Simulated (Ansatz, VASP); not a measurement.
## One calculation of MgO, two programs

```
CELL_PARAMETERS angstrom
3.49477 0.00000 0.00000
-1.74738 3.02656 0.00000
0.00000 0.00000 4.26460
ATOMIC_POSITIONS crystal
Mg 0.66667 0.33333 0.75000
Mg 0.33333 0.66667 0.25000
O 0.66667 0.33333 0.25000
O 0.33333 0.66667 0.75000
```

Alike in both runs: task single point; functional PBEsol; k mesh 9 × 9 × 6; occupations gaussian, width 0.05 eV; no spin polarisation.

```csv
,VASP,Ansatz
version,VASP 6.6.1,Ansatz 0.2.0
potentials or method,"VASP PAW PBE potentials, release 64 (Mg, O)","scalar-relativistic, plane waves, PAW"
plane-wave cutoff (eV),520,520
valence electrons in the cell,16,32
```

|  | VASP | Ansatz | Ansatz less VASP |
| --- | --- | --- | --- |
| gap on the k mesh at the Fermi level (eV) | 3.16 | 3.17 | +0.009 |
| least direct gap on the mesh (eV) | 3.16 | 3.17 | +0.009 |
| pressure (GPa) | -2.5 | -2.1 | +0.44 |
| largest component of the traceless stress (GPa) | 1.84 | 1.75 | -0.086 |

With one functional, cell and mesh, what is left measures potentials, basis and numerics. The two sets of potentials don't hold the same shells in valence. Ansatz warned: «pseudo_functional_mismatch».

Caveats: the PAW data sets were made with another functional, which shifts forces and pressure a little (VASP). As with any semilocal functional, this PBEsol gap is likely too small.
